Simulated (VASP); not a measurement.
Here is a VASP 6.6.1 calculation.

Contents of INCAR:

```
SYSTEM = WSe2
PREC = Accurate
ENCUT = 600
EDIFF = 1E-6
ISMEAR = 0
SIGMA = 0.03
LREAL = .FALSE.
LASPH = .TRUE.
NELM = 80
ALGO = Normal
ISIF = 3
LWAVE = .FALSE.
LCHARG = .FALSE.
GGA = PE
IVDW = 12
IBRION = 2
NSW = 90
EDIFFG = -0.01
LATTICE_CONSTRAINTS = .TRUE. .TRUE. .FALSE.
KPAR = 4
```

The input KPOINTS:

```
Automatic mesh
0
G
  12 12 1
  0 0 0
```

Contents of POSCAR:

```
WSe2
1.0
    3.2900000000      0.0000000000      0.0000000000
   -1.6450000000      2.8492235800      0.0000000000
    0.0000000000      0.0000000000     21.3462600000
Se W
2 1
Direct
    0.3333333300      0.6666666700      0.4216195200
    0.3333333300      0.6666666700      0.5783804800
    0.6666666700      0.3333333300      0.5000000000
```

Potentials or basis: VASP PAW PBE potentials, release 64 (Se, W_sv).

Launch:

```bash
$ cat potpaw_PBE.64/Se/POTCAR potpaw_PBE.64/W_sv/POTCAR > POTCAR
$ mpirun -np 4 vasp_std > vasp.out
```

Q: What does it give for the band gap on the k mesh?

A: 1.65 eV, indirect (least direct gap 1.67 eV).

Q: Estimate the space group after relaxing (to 0.05 Å).

A: P-6m2 (No. 187).

Q: Predict the dispersion energy per atom.

A: -0.337 eV.

Q: Predict the relaxed volume.

A: 66.59 Å³/atom.

The path:
| step | energy change (eV) | largest force (eV/Å) | pressure (GPa) | volume (Å³) |
| --- | --- | --- | --- | --- |
| 1 | 0.0000 | 0.2215 | 0.30 | 200.10 |
| 2 | -0.0013 | 0.0373 | -0.25 | 201.41 |
| 3 | -0.0019 | 0.0564 | -0.05 | 200.93 |
| 4 | -0.0027 | 0.0188 | -0.01 | 200.11 |
| 5 | -0.0028 | 0.0033 | 0.00 | 199.76 |

Caveat: spin-orbit coupling is left out, which moves the levels of the heavy elements. As with any semilocal functional, this PBE gap is likely too small.
